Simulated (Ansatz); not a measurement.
# CdF₂ (Fm-3m): volume and gaps against pressure

```
Cd F
1.0
     2.69212    2.69212    0.00000
    -2.69212    2.69212    0.00000
     0.00000    2.69212    2.69212
Cd F
1 2
Direct
  0.00000 0.00000 0.00000
  0.25000 0.75000 0.50000
  0.75000 0.25000 0.50000
```

This is the zero-pressure cell under PBEsol. Cell and atoms are relaxed by PAW (default files of Ansatz 0.2.0, cutoff 420 eV, stress met within about 0.05 GPa) at each pressure, in this structure whether or not another phase would take over; P is the pressure reached, less that of this cell. Levels come from PBEsol, all-electron LAPW in Ansatz 0.2.0, scalar-relativistic; k mesh 8×8×8, fixed occupations, basis error target 0.5 meV/atom. Conduction levels are in eV over the valence top (at W), at fixed fractional wave vectors. Zone-centre phonons come from finite displacements by PAW, without the LO-TO term.

```tsv
P (GPa)	V/V₀	Γ	L	X	W	T1u TO (cm⁻¹)	T2g (cm⁻¹)
-1.97	1.0192	2.871	6.950	7.765	7.831	202.2	290.7
0.00	1.0000	2.936	7.092	7.919	7.989	214.8	301.0
2.01	0.9823	2.997	7.227	8.063	8.138	226.6	310.9
4.01	?	?	?	?	?	?	?
7.01	0.9450	3.131	7.522	8.379	8.464	252.6	333.2
10.01	0.9260	3.202	7.679	8.546	8.637	266.3	345.2
15.00	0.8985	3.308	7.915	8.795	8.897	287.1	363.6
```

Question: Fit the third-order Birch-Murnaghan equation to the rows shown.

Answer: With f = [(V₀/V)^(2/3) − 1]/2, the normalised pressure F = P/[3f(1 + 2f)^(5/2)] is 107.3 GPa at f = -0.0063, 108.9 GPa at f = 0.0060, 110.7 GPa at f = 0.0192, 111.7 GPa at f = 0.0263, 113.1 GPa at f = 0.0370. The line F = B₀[1 + (3/2)(B′ − 4)f] gives B₀ = 108.1 GPa and B′ = 4.8.

Question: What are the volume deformation potentials and pressure coefficients of these levels at zero pressure?

Answer: 

```csv
level,dE/dlnV (eV),dE/dP = −(dE/dlnV)/B₀ (meV/GPa),mean slope up to 2.0 GPa (meV/GPa)
Γ,-3.43,31.7,30.5
L,-7.51,69.5,66.8
X,-8.10,74.9,71.9
W,-8.33,77.0,74.0
```

dE/dlnV is the slope of a cubic fit in ln V at V₀. The last column is read from two rows and shows how the slope bends with pressure.

Question: What mode Grüneisen parameters follow?

Answer: γ = −d ln ω/d ln V at V₀ from a quadratic fit in ln V: T1u 3.07, T2g 1.83.

Question: What belongs in the row at 4.01 GPa?

Answer: The fits give V/V₀ = 0.9665 and Γ = 3.053 eV. Computed: V/V₀ = 0.9664, Γ = 3.053, L = 7.350, X = 8.196, W = 8.275, T1u TO (cm⁻¹) = 237.5, T2g (cm⁻¹) = 320.2.

Limits of these numbers: no other phase was computed; many crystals of this kind change structure within this range, and rows or crossings beyond such a change describe a metastable lattice; no spin-orbit coupling on heavy atoms; the frozen-core PAW files of the relaxations were fitted under PBE, their cores solved anew for this functional; semilocal gaps are low, and the spacing of valleys can be off by tenths of an eV; levels are read at fixed fractional k, so an edge that moves off these points is missed.
